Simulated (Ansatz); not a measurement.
# In2O3 (R-3c) in Ansatz: reference runs

Aim: a first look at In2O3 with PBE, on the cell as given and on a disturbed one.

Program: Ansatz 0.2.0. These are calculated values, not measurements. Logs are shortened: lines on timing, memory, paths and dates and some standing lists are left out, and cuts for length are marked.

**What was measured.**

From “Fabrication and performance enhancement of an In2O3/BiVO4 heterojunction for N-butanol gas sensing applications”, 2024, pmc:11650617, for a powder of In2O3: band gap 3.08 eV (optical).

The results are compared with them further down.

**1. Starting point**

The structure is trigonal, space group R-3c (No. 167). Conventional cell: a = 5.487 Å, b = 5.487 Å, c = 14.510 Å, α = 90.00°, β = 90.00°, γ = 120.00°. In (site symmetry 3) has 6 O at 2.12 to 2.26 Å as nearest neighbours. O (site symmetry 2) has 4 In at 2.12 to 2.26 Å as nearest neighbours.

**2. Single point, PBE**

Input file input.yaml:

```yaml
crystal:
  lattice:
    - [2.7435, 1.5839604635, 4.8366666667]
    - [-2.7435, 1.5839604635, 4.8366666667]
    - [0.0, -3.167920927, 4.8366666667]
  atoms:
    - { symbol: In, position: [0.85731, 0.85731, 0.85731] }
    - { symbol: In, position: [0.64269, 0.64269, 0.64269] }
    - { symbol: In, position: [0.14269, 0.14269, 0.14269] }
    - { symbol: In, position: [0.35731, 0.35731, 0.35731] }
    - { symbol: O, position: [0.048, 0.75, 0.452] }
    - { symbol: O, position: [0.75, 0.452, 0.048] }
    - { symbol: O, position: [0.452, 0.048, 0.75] }
    - { symbol: O, position: [0.952, 0.25, 0.548] }
    - { symbol: O, position: [0.25, 0.548, 0.952] }
    - { symbol: O, position: [0.548, 0.952, 0.25] }
hamiltonian:
  xc: pbe
  pseudopotentials: { kind: paw }
kpoints:
  mp_grid: { grid: [6, 6, 6] }
scf:
  occupations: { method: fermi_dirac, width: 0.05 }
output:
  forces: true
  stress: true
  eigenvalues: true
  write_density: true
  write_potential: true
  elf: true
  volumetric_format: npy
```

Potentials or basis: Ansatz PAW.

Command:

```
ansatz run input.yaml --threads 4 --pin off --max-ram 11264MiB --backend cpu --events-out ev --progress --plain --runs-dir out
```

The log of the run:

```text
Warning: RAYON_NUM_THREADS=4 ignored (pool sized by the plan → 4); use --threads N
Engine: ansatz 0.2.0, aarch64-unknown-linux-gnu
Pseudopotentials: kind: paw
Pseudopotential: In, paw, valence charge 13, recommended cutoff 420 eV (normal), In.paw.azcp
Pseudopotential: O, paw, valence charge 6, recommended cutoff 420 eV (normal), O.paw.azcp
Functional definition: PBE
  parameter kappa = 0.804
  parameter beta = 0.06672455060314922
  exchange = pbe_x(kappa = kappa, mu = beta*pi^2/3)
  correlation = pbe_c(beta = beta)
Crystal: 10 atoms, lattice volume = 126.109 Å³
Basis set: ecut = 420 eV, 2453 PW (Γ), exchange–correlation on 80×80×80 points (8 copies of the dense FFT grid, shifted against one another)
Bands: 54, of which v1, the nominal top of the filled ones, is band 44 counted from 1 (43 counted from 0)
Symmetry: 12 space group operations
Space group: R-3c (ITA 167), of the structure as read, at distance tolerance 5.0e-5 Å
k-points: 32 of 216
Non-local potential: In, projectors of the file, l = 0: 2, l = 1: 2, l = 2: 2, l = 3: 2
Non-local potential: O, projectors of the file, l = 0: 2, l = 1: 2, l = 2: 1
PAW form: soft (Blöchl's): semilocal exchange-correlation on the pseudo side does not see the compensation charge
PAW one-centre angular grid: In, 590 points (default); XC on 64 Gauss nodes
PAW one-centre angular grid: O, 110 points (default); XC on 64 Gauss nodes
Initial density: superposition of atomic densities (neutral atoms: chi_scale 0, normalization atom), corrected by the library's trained network
Initial wavefunctions: pseudopotential atomic-orbital guess
Functional: x = pbe(κ = 0.804, μ = 0.2195149727645171), c = pbe(β = 0.06672455060314922)
SCF iter   1: F=—  HF=-25796.295085 eV  |F-HF|=—  |Δ(HF+E_count)|=         —  Δρ=9.63e-4  dr2=4.12e-4  ethr=1.77e-3  ⟨swp⟩=6.2  Hψ=7050  notcnv=0  defer=17
preconditioner: auto → Resta (q_TF=auto, 2.569 Å⁻¹)  ε∞=4.6  [insulator: Δε(μ)=1.298 eV  Ē_g=16.390 eV  σ=0.050 eV  W_gap=1.00  n_scr=32 (ndim 8)  ℏωp=31.0 eV  f_vac=0.019  D(μ)=0.00/eV (n_scr^D=0)  ε∞_Penn≈4.6]
SCF iter   2: F=—  HF=-25796.295724 eV  |F-HF|=—  |Δ(HF+E_count)|=   6.38e-4  Δρ=5.23e-4  dr2=8.74e-5  ethr=4.69e-7  ⟨swp⟩=2.7  Hψ=3811  notcnv=0  defer=57
SCF iter   3: F=—  HF=-25796.296072 eV  |F-HF|=—  |Δ(HF+E_count)|=   3.48e-4  Δρ=2.15e-4  dr2=2.41e-5  ethr=9.93e-8  ⟨swp⟩=2.0  Hψ=2163  notcnv=0  defer=57
SCF iter   4: F=—  HF=-25796.296134 eV  |F-HF|=—  |Δ(HF+E_count)|=   6.23e-5  Δρ=3.27e-5  dr2=1.54e-6  ethr=2.74e-8  ⟨swp⟩=2.7  Hψ=2995  notcnv=0  defer=57
SCF iter   5: F=—  HF=-25796.296135 eV  |F-HF|=—  |Δ(HF+E_count)|=   1.07e-6  Δρ=9.68e-6  dr2=1.27e-7  ethr=1.75e-9  ⟨swp⟩=3.0  Hψ=3378  notcnv=0  defer=57
SCF iter   6: F=-25796.296135 eV  HF=-25796.296135 eV  |F-HF|=9.39e-9  |Δ(HF+E_count)|=   1.22e-7  Δρ=3.28e-6  dr2=1.26e-8  ethr=1.14e-10  ⟨swp⟩=13.0  Hψ=12081  notcnv=0
SCF 1 converged in 6 iterations: F = -25796.296135 eV  dr2 = 1.26e-8
SCF converged after 6 iterations
Free energy (F): -25796.296135 eV
Harris-Foulkes:  -25796.296135 eV  (|F-HF|=9.39e-9)
Internal energy: -25796.296135 eV  (E = F + TS)
E sigma→0 (E₀):  -25796.296135 eV
Entropy (-TS):   -0.000000 eV (-0.000 meV/atom)
Fermi energy:    9.748372 eV
--- Per-component energies (eV) ---
  E_band       = 41.041381
  E_kinetic    = 2036.798221
  E_local      = -5861.424678  (includes V_loc(G=0)·N_el)
  E_nonlocal   = 1775.040050
  E_hartree    = 2256.544131
  E_xc         = -1298.895923
  E_vxc        = -957.462197  (∫ρ·V_xc dr)
  E_paw        = -17593.263123  (= ΣΔE_a)
  E_vpaw       = -1465.012749  (= ΣTr[D̂ρ^β])
  E_aug_tail   = 0.014555  (compensation charges beyond the density's cutoff)
  E_ewald      = -7111.109369
  E_smearing   = -0.000000  (= −TS)
  E_closure    = 0.000000  (closes the sum)
  Σ components = -25796.296135   (vs F -25796.296135, Δ=0.00e0)
--- Forces (eV/Å), atoms counted from 1 ---
  atom   1  In    -0.00000000    -0.00000000     0.02001608
  atom   2  In    -0.00000000     0.00000000    -0.02001608
  atom   3  In     0.00000000     0.00000000    -0.02001608
  atom   4  In     0.00000000     0.00000000     0.02001608
  atom   5  O     -0.06295081    -0.10903400     0.00000000
  atom   6  O     -0.06295081     0.10903400     0.00000000
  atom   7  O      0.12590162     0.00000000     0.00000000
  atom   8  O      0.06295081     0.10903400    -0.00000000
  atom   9  O      0.06295081    -0.10903400    -0.00000000
  atom  10  O     -0.12590162    -0.00000000    -0.00000000
  max |Σ_I F_I| component: 6.94e-18 eV/Å
--- Stress (GPa, compression-positive) ---
        8.914197       0.000000       0.000000
        0.000000       8.914197       0.000000
        0.000000      -0.000000       7.511294
  P = ⅓ Tr σ = 8.4466 GPa (84.466 kbar)
--- Band table (eV; the first three rows and the last of 32) ---
  k-point 0: bands = ["-8.6457", "-7.7670", "-7.7670", "-7.5435", "-7.5435", "-7.4448", "-3.3348", "-3.3348", "-3.1786", "-3.1786", "-3.1728", "-3.0472", "-3.0194", "-3.0194", "-2.9728", "-2.9728", "-2.9185", "-2.9185", "-2.8110", "-2.7997", "-2.7997", "-2.7908", "-2.4953", "-2.4953", "-1.7771", "-1.7771", "3.3391", "3.7197", "4.9533", "4.9533", "5.6944", "5.9711", "6.3586", "6.3586", "6.4899", "8.2233", "8.2233", "8.5240", "8.6206", "8.6206", "8.7273", "8.7273", "8.9534", "8.9534", "10.2974", "14.6120", "15.3063", "16.3629", "18.2205", "18.2460", "18.2460", "18.5510", "18.9751", "18.9751"]
  k-point 1: bands = ["-8.5684", "-7.7575", "-7.7515", "-7.6091", "-7.5605", "-7.4756", "-3.3159", "-3.3045", "-3.2004", "-3.1855", "-3.1520", "-3.0626", "-3.0076", "-3.0049", "-2.9907", "-2.9748", "-2.9319", "-2.9181", "-2.8242", "-2.7990", "-2.7973", "-2.7229", "-2.5232", "-2.4800", "-1.8963", "-1.8154", "3.4580", "3.7032", "4.6279", "5.3326", "5.4941", "6.1683", "6.4537", "6.7592", "6.9415", "7.4614", "8.0996", "8.1554", "8.5003", "8.5054", "8.7291", "8.7931", "8.7987", "8.9403", "11.1737", "14.9208", "15.1624", "16.0799", "17.1998", "17.8155", "18.5905", "18.6786", "19.4411", "19.5524"]
  k-point 2: bands = ["-8.3586", "-7.8054", "-7.7214", "-7.7057", "-7.6065", "-7.5463", "-3.2903", "-3.2521", "-3.1947", "-3.1741", "-3.1294", "-3.0819", "-3.0422", "-3.0211", "-2.9858", "-2.9788", "-2.9264", "-2.9029", "-2.8636", "-2.8015", "-2.7916", "-2.6359", "-2.5014", "-2.4347", "-2.1294", "-1.9529", "3.7169", "3.9377", "4.1945", "5.3805", "5.9082", "6.3160", "6.4921", "6.9334", "7.3213", "7.4691", "7.7302", "7.8011", "8.3349", "8.3627", "8.3905", "8.4628", "8.8575", "8.9948", "12.6006", "14.9279", "15.0632", "15.3643", "16.8690", "17.4449", "18.3730", "19.0795", "19.1995", "19.3804"]
  k-point 31: bands = ["-8.0835", "-8.0835", "-7.6581", "-7.6581", "-7.6581", "-7.6581", "-3.2280", "-3.2280", "-3.2147", "-3.2147", "-3.2147", "-3.2147", "-3.0408", "-3.0408", "-3.0408", "-3.0408", "-2.8160", "-2.8160", "-2.8160", "-2.8160", "-2.6991", "-2.6991", "-2.2243", "-2.2243", "-2.2243", "-2.2243", "3.9808", "3.9808", "5.4039", "5.4039", "6.0768", "6.0768", "6.0768", "6.0768", "6.9791", "6.9791", "7.9034", "7.9034", "7.9034", "7.9034", "8.8052", "8.8052", "8.8052", "8.8052", "13.4378", "13.4378", "16.2229", "16.2229", "17.3407", "17.3407", "18.8149", "18.8149", "18.8149", "18.8149"]
```

Wall time 5.1 s (4 threads of Arm Neoverse V1, shared host); peak memory 0.57 GiB.

What came out:

| Item | Value |
| --- | --- |
| Free energy | -25796.2961 eV |
| Pressure | 8.4 GPa |
| Largest force | 0.126 eV/Å |
| Band gap on the k mesh | 1.30 eV, indirect (least direct gap 1.34 eV) |

Forces on the atoms (eV/Å):
```
In   0.000  0.000  0.020
In   0.000  0.000 -0.020
In   0.000  0.000 -0.020
In   0.000  0.000  0.020
O   -0.063 -0.109  0.000
O   -0.063  0.109  0.000
O    0.126  0.000  0.000
O    0.063  0.109  0.000
O    0.063 -0.109  0.000
O   -0.126  0.000  0.000
```

Stress tensor (GPa, compression positive):
```
8.91 0.00 0.00
0.00 8.91 0.00
0.00 0.00 7.51
```

Levels at points of the mesh, in eV from the valence-band top:
```
              k point  band 41  band 42  band 43  band 44  band 45  band 46  band 47  band 48
   (0.00, 0.00, 0.00)    -0.27    -0.27    -0.04    -0.04     1.30     5.62     6.31     7.37
  (0.00, 0.00, -0.50)    -0.75    -0.75    -0.06    -0.06     5.00     5.00     5.94     5.94
 (0.00, -0.50, -0.50)    -0.55    -0.34    -0.08    -0.04     5.23     5.56     6.52     6.63
(-0.50, -0.50, -0.50)    -0.19    -0.19    -0.19    -0.19     4.44     4.44     7.23     7.23
```

Caveat: the pressure holds a Pulay correction of +0.7 GPa for the finite cutoff; spin-orbit coupling is left out, which moves the levels of the heavy elements.

(Continued in part 2 of 2.)
